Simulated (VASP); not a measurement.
**How SCF threshold and PAW data sets change a VASP run on ScAl3**

Aim: find what the SCF threshold and PAW data sets change for ScAl3, and what they cost. The atoms are off their equilibrium sites, so that forces can be compared too. The series runs use PBE. The SCF threshold tried: EDIFF = 0.01; EDIFF = 0.001; EDIFF = 1E-04; EDIFF = 1E-05; EDIFF = 1E-06; EDIFF = 1E-08. The PAW data sets tried: minimal 64: Sc_sv Al; recommended 54: Sc_sv Al; gw 64: Sc_sv_GW Al_GW. The atoms of the start are displaced at random from the sites of a Pm-3m cell.

Method: PBE; plane waves and PAW (Sc_sv, Al), in the first sound run; inputs show where later runs differ, in VASP 6.6.1.

Report form: the programs' logs are mostly left out.

## 1. Starting point

Symmetry: P1, No. 1, triclinic system. The conventional cell has a = 4.088 Å, b = 4.088 Å, c = 4.088 Å, α = 90.00°, β = 90.00°, γ = 90.00°. Nearest to Sc lie 12 Al at 2.82 to 2.96 Å. Al has 4 Sc at 2.82 to 2.96 Å and 8 Al at 2.84 to 2.95 Å nearest. Nearest to Al lie 8 Al at 2.85 to 2.94 Å and 4 Sc at 2.87 to 2.91 Å. Nearest to Al lie 8 Al at 2.84 to 2.95 Å and 4 Sc at 2.85 to 2.93 Å. Farther neighbours are not listed.

## 2. SCF threshold: EDIFF = 0.01

EDIFF stops the electronic loop; forces need it tighter than energies do. PBE, the usual starting point, adds the gradient of the density.

Contents of INCAR:

```
SYSTEM = ScAl3
PREC = Accurate
ENCUT = 400
EDIFF = 0.01
NELM = 100
ISMEAR = -1
SIGMA = 0.05
LREAL = .FALSE.
ALGO = Normal
GGA = PE
NBANDS = 16
LASPH = .TRUE.
LORBIT = 11
LWAVE = .FALSE.
LCHARG = .FALSE.
KPAR = 4
ISIF = 2
```

Contents of POSCAR:

```
ScAl3
1.0
    4.0878065700      0.0000000000      0.0000000000
    0.0000000000      4.0878065700      0.0000000000
    0.0000000000      0.0000000000      4.0878065700
Sc Al
1 3
Direct
    0.0042950000     -0.0004760000     -0.0066160000
    0.4976340000     -0.0011980000      0.5118430000
   -0.0127730000      0.5011080000      0.4991260000
    0.5001760000      0.5079810000      0.0018120000
```

Contents of KPOINTS:

```
Automatic mesh
0
Gamma
5 5 5
0 0 0
```

PAW data sets: Sc_sv and Al (PBE family, release 64).

Launch:

```console
$ mpirun -np 4 vasp_std
```

It took 11 s on 4 MPI ranks of Intel Xeon Platinum 8488C (Sapphire Rapids), shared host; peak memory 0.7 GiB.

The k-mesh is coarse for a metal.

This step gave:

```
SCF cycles              : 9
electrons               : 20
bands                   : 16
irreducible k-points    : 63
symmetry operations     : 1
free energy (TOTEN)     : -19.28 eV
energy at zero smearing : -19.27 eV
Fermi energy            : 7.399 eV
pressure                : 1.024 GPa
metallic                : yes
```

The series starts at -4.8185 eV an atom and 1.02 GPa, after 9 cycles in 11 s.

## 3. SCF threshold: EDIFF = 0.001

INCAR, as its differences from that of step 2:

```diff
@@ -3,3 +3,3 @@
 ENCUT = 400
-EDIFF = 0.01
+EDIFF = 0.001
 NELM = 100
```

POSCAR is that of step 2.

KPOINTS is that of step 2.

Launch:

```console
$ mpirun -np 4 vasp_std
```

Run time: 11 s. Hardware: 4 MPI ranks; peak memory 0.72 GiB; 43 s of CPU time.

Against the run before the energy moves by -0.02 meV an atom and the pressure by -0.14 GPa, after 9 cycles in 11 s.

## 4. SCF threshold: EDIFF = 1E-04

INCAR, as its differences from that of step 3:

```diff
@@ -3,3 +3,3 @@
 ENCUT = 400
-EDIFF = 0.001
+EDIFF = 1E-04
 NELM = 100
```

POSCAR is that of step 3.

KPOINTS is that of step 3.

Launch:

```console
$ mpirun -np 4 vasp_std
```

Wall time 13 s (4 MPI ranks); peak memory 0.71 GiB.

Against the run before the energy moves by +0.02 meV an atom and the pressure by +0.28 GPa, after 10 cycles in 13 s.

## 5. SCF threshold: EDIFF = 1E-05

INCAR, as its differences from that of step 4:

```diff
@@ -3,3 +3,3 @@
 ENCUT = 400
-EDIFF = 1E-04
+EDIFF = 1E-05
 NELM = 100
```

POSCAR is that of step 4.

KPOINTS is that of step 4.

Launch:

```console
$ mpirun -np 4 vasp_std
```

Run time: 14 s. Hardware: 4 MPI ranks; peak memory 0.72 GiB.

Against the run before the energy stays within 0.01 meV an atom; the pressure moves by -0.06 GPa, after 11 cycles in 14 s.

## 6. SCF threshold: EDIFF = 1E-06

INCAR, as its differences from that of step 5:

```diff
@@ -3,3 +3,3 @@
 ENCUT = 400
-EDIFF = 1E-05
+EDIFF = 1E-06
 NELM = 100
```

POSCAR is that of step 5.

KPOINTS is that of step 5.

Launch:

```console
$ mpirun -np 4 vasp_std
```

Elapsed: 17 s, on 4 MPI ranks; peak memory 0.71 GiB; 66 s of CPU time.

Against the run before the energy stays within 0.01 meV an atom; the pressure moves by +0.11 GPa, after 13 cycles in 17 s.

## 7. SCF threshold: EDIFF = 1E-08

INCAR, as its differences from that of step 6:

```diff
@@ -3,3 +3,3 @@
 ENCUT = 400
-EDIFF = 1E-06
+EDIFF = 1E-08
 NELM = 100
```

POSCAR is that of step 6.

KPOINTS is that of step 6.

Launch:

```console
$ mpirun -np 4 vasp_std
```

It took 20 s on 4 MPI ranks; peak memory 0.72 GiB; 77 s of CPU time.

Against the run before the energy stays within 0.01 meV an atom; the pressure moves by +0.01 GPa, after 16 cycles in 20 s.

## 8. The SCF threshold series as a table

This step: convergence of PBE results with the threshold; plane waves and PAW (VASP 6.6.1).

No new run; the numbers come from the runs before.

Differences are taken from the run with EDIFF = 1E-08. Results of the series, by row:

```tsv
setting	status	energy less the reference (meV/atom)	pressure (GPa)	largest force difference (meV/Å)	SCF cycles	wall time (s)
EDIFF = 0.01	converged	0.003685	1.024	6.241	9	11
EDIFF = 0.001	converged	-0.01527	0.8847	3.259	9	11.4
EDIFF = 1E-04	converged	4.00e-5	1.164	1.035	10	13
EDIFF = 1E-05	converged	-3.67e-4	1.105	0.954	11	14.4
EDIFF = 1E-06	converged	1.88e-4	1.219	0.138	13	17.2
EDIFF = 1E-08	converged	0	1.232	0	16	19.8
```

## 9. PAW data sets: minimal 64: Sc sv Al

This step: PBE; plane waves and PAW (Sc_sv, Al) (VASP 6.6.1).

Data sets differ in which electrons are valence and how hard the partial waves are.

INCAR, as its differences from that of step 7:

```diff
@@ -3,3 +3,3 @@
 ENCUT = 400
-EDIFF = 1E-08
+EDIFF = 1E-06
 NELM = 100
```

POSCAR is that of step 7.

KPOINTS is that of step 7.

Launch:

```console
$ mpirun -np 4 vasp_std
```

It took 17 s on 4 MPI ranks; peak memory 0.71 GiB; 64 s of CPU time.

Numbers from this step:

```yaml
scf_cycles: 13
pressure: 1.219 GPa
```

The series starts at -4.8185 eV an atom and 1.22 GPa, after 13 cycles in 17 s.

## 10. PAW data sets: recommended 54: Sc sv Al

INCAR is that of step 9.

POSCAR is that of step 9.

KPOINTS is that of step 9.

The projector-augmented-wave data sets are Sc_sv and Al (PBE family, release 54).

Launch:

```console
$ mpirun -np 4 vasp_std
```

Elapsed: 17 s, on 4 MPI ranks; peak memory 0.72 GiB; 66 s of CPU time.

With 20 valence electrons the pressure is 1.22 GPa, +0.00 GPa from the first of the series, after 13 cycles in 17 s.

## 11. PAW data sets: GW 64: Sc sv GW Al GW

This step: PBE; plane waves and PAW (Sc_sv_GW, Al_GW) (VASP 6.6.1).

INCAR, as its differences from that of step 10:

```diff
@@ -2,3 +2,3 @@
 PREC = Accurate
-ENCUT = 400
+ENCUT = 500
 EDIFF = 1E-06
```

POSCAR is that of step 10.

KPOINTS is that of step 10.

The projector-augmented-wave data sets are Sc_sv_GW and Al_GW (PBE family, release 64).

Launch:

```console
$ mpirun -np 4 vasp_std
```

Run time: 31 s. Hardware: 4 MPI ranks; peak memory 0.96 GiB.

With 20 valence electrons the pressure is 0.95 GPa, -0.27 GPa from the first of the series, after 13 cycles in 31 s.

## 12. The PAW data sets series as a table

This step: convergence of PBE results with the datasets; plane waves and PAW (VASP 6.6.1).

Derived from the runs above.

Differences are taken from the run with minimal 64: Sc_sv Al. Results of the series, by row:

```tsv
setting	status	pressure (GPa)	largest force difference (meV/Å)	SCF cycles	wall time (s)
minimal 64: Sc_sv Al, 400 eV	converged	1.219	0	13	16.8
recommended 54: Sc_sv Al, 400 eV	converged	1.219	0	13	17.2
gw 64: Sc_sv_GW Al_GW, 500 eV	converged	0.9505	1.494	13	31
```

## 13. Outcome

```json
{
  "SCF threshold from which the energy stays within 10 meV/atom of the reference": "EDIFF = 0.01",
  "SCF threshold from which the energy stays within 1 meV/atom of the reference": "EDIFF = 0.01",
  "SCF threshold from which the pressure stays within 0.2 GPa of the reference": "EDIFF = 1E-04",
  "spread of the pressure over the SCF threshold": "0.348 GPa",
  "spread of the energy over the SCF threshold": "0.0190 meV/atom",
  "spread of the pressure over the PAW data sets": "0.269 GPa"
}
```

In words: From EDIFF = 0.01 on, the energy stays within 1 meV an atom of the reference, at 56 % of its time. The pressure holds within 0.2 GPa from EDIFF = 1E-04 on. The loosest stop saves 7 of 16 cycles and costs +0.0 meV an atom, -0.21 GPa, 6.2 meV/Å in forces. The choice of data set moves the pressure between 0.95 GPa (gw 64: Sc_sv_GW Al_GW) and 1.22 GPa (minimal 64: Sc_sv Al); the cutoffs differ too (400 and 500 eV). Data sets differ in their zero of energy, so energies are not compared.

[Lines on the potential files, build, host, timing and source positions are cut from VASP's logs without a mark.]

[Logs are printed without paths, hosts, clocks, repeated set-up lines and the standing remarks that a program may print on its own settings, such as how far it seeks lower states.]

[Hosts, paths, dates, database ids (printed as entryN), source tags and the programs' standing remarks are cut or masked in the printed files.]

[A measured line is paired with the nearest computed mode of its activity, which favours agreement.]
